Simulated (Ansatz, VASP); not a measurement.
One calculation of HfB4, two programs

```
Hf B
1.0
     3.09208    0.00000    0.00000
    -1.54604    2.67782    0.00000
     0.00000    0.00000    5.28576
Hf B
1 4
Direct
  0.00000 0.00000 0.00000
  0.33333 0.66667 0.68045
  0.66667 0.33333 0.68045
  0.33333 0.66667 0.31955
  0.66667 0.33333 0.31955
```

Alike in both runs: task relaxation of cell and atoms; functional PBE; dispersion D3(BJ); k mesh 15 × 15 × 8; occupations gaussian, width 0.1 eV; no spin polarisation.

|  | VASP | Ansatz |
| --- | --- | --- |
| version | VASP 6.6.1 | Ansatz 0.2.0 |
| potentials or method | VASP PAW PBE potentials, release 64 (Hf_pv, B) | scalar-relativistic, plane waves, PAW |
| plane-wave cutoff (eV) | 600 | 420 |
| valence electrons in the cell | 22 | 38 |

```tsv
	VASP	Ansatz	Ansatz less VASP
gap on the k mesh at the Fermi level, each at its own relaxed structure (eV)	none	none	-
relaxed volume (Å³/atom)	8.75	8.75	+0.002
relaxed cell length with the largest relative difference (Å)	5.303	5.300	-0.0026
```

A gap of «none» marks a metal or a gap that the smearing closes. The two sets of potentials don't hold the same shells in valence.

Caveats: pairwise dispersion overbinds metals, which lowers pressure and volume. The runs have no spin-orbit coupling, so splittings on Hf are missing.
